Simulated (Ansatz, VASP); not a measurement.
## Two plane-wave programs on Rb

INCAR

```
PREC = Accurate
ENCUT = 520
EDIFF = 1E-7
ISMEAR = 0
SIGMA = 0.15
LREAL = False
LASPH = True
NELM = 80
ALGO = Fast
ISIF = 2
LWAVE = False
LCHARG = False
GGA = PE
NBANDS = 10
```

The input KPOINTS:

```
regular mesh
0
Gamma
  14 14 14
```

File POSCAR:

```
Rb
1.0
   -2.5710264778      2.5710264778      3.3423344211
    2.5710264778     -2.5710264778      3.3423344211
    2.5710264778      2.5710264778     -3.3423344211
Rb
1
Direct
    0.0000000000      0.0000000000      0.0000000000
```

Input for Ansatz:

```yaml
crystal:
  lattice:
    - [-2.5710264778, 2.5710264778, 3.3423344211]
    - [2.5710264778, -2.5710264778, 3.3423344211]
    - [2.5710264778, 2.5710264778, -3.3423344211]
  atoms:
    - { symbol: Rb, position: [0.0, 0.0, 0.0] }
basis:
  ecutwfc: 420
kpoints:
  mp_grid: { grid: [14, 14, 14] }
hamiltonian:
  xc: pbe
scf:
  occupations: { method: gaussian, width: 0.15 }
output:
  forces: true
  stress: true
  eigenvalues: true
```

Alike in both runs: task single point; functional PBE; k mesh 14 × 14 × 14; occupations gaussian, width 0.15 eV; no spin polarisation.

```csv
,VASP,Ansatz
version,VASP 6.6.1,Ansatz 0.2.0
potentials or method,"VASP PAW PBE potentials, release 64 (Rb_sv)","scalar-relativistic, plane waves, PAW"
plane-wave cutoff (eV),520,420
valence electrons in the cell,9,9
```

|  | VASP | Ansatz | Ansatz less VASP |
| --- | --- | --- | --- |
| gap on the k mesh at the Fermi level (eV) | none | none | - |
| pressure (GPa) | 0.1 | 0.1 | 0.00 |

A gap of «none» marks a metal or a gap that the smearing closes.
